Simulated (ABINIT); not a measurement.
Crystal: ZnO (zincite).

```xyz
4
Lattice="3.2493 0.0000 0.0000 -1.6247 2.8140 0.0000 0.0000 0.0000 5.2057" Properties=species:S:1:pos:R:3 pbc="T T T"
Zn    1.6247    0.9380    0.0000
Zn    0.0000    1.8760    2.6029
O     0.0000    1.8760    4.5759
O     1.6247    0.9380    1.9730
```

Base run:

| Item | Value |
| --- | --- |
| Program | ABINIT 10.8.3 (patched build) |
| Functional | r2SCAN |
| Potentials or basis | Ansatz PAW PBE default generated set, frozen core |
| Cutoff | 517 eV |
| k mesh | 7 × 7 × 4 |
| Occupations | fermi-dirac, width 0.05 eV |
| Spin | no spin polarisation |

Its results: band gap on the k mesh 1.24 eV, direct; pressure -1.2 GPa; largest force 0.069 eV/Å.

Question: The run is repeated on the same cell with these changes: potentials or basis from Ansatz PAW PBE default generated set, frozen core to PseudoDojo NC SR PBE v0.4.1 standard; cutoff from 517 eV to 1361 eV; valence electrons from 36 to 52. What comes out?

Answer: Band gap on the k mesh 1.06 eV, direct; pressure -0.8 GPa; largest force 0.073 eV/Å.

Caveats: the atomic spheres overlap (some runs); the PAW data sets were made with another functional, which shifts forces and pressure a little (some runs); a meta-GGA on potentials with a model core is unreliable (some runs); the potentials were made for another functional, which shifts forces and pressure (some runs).

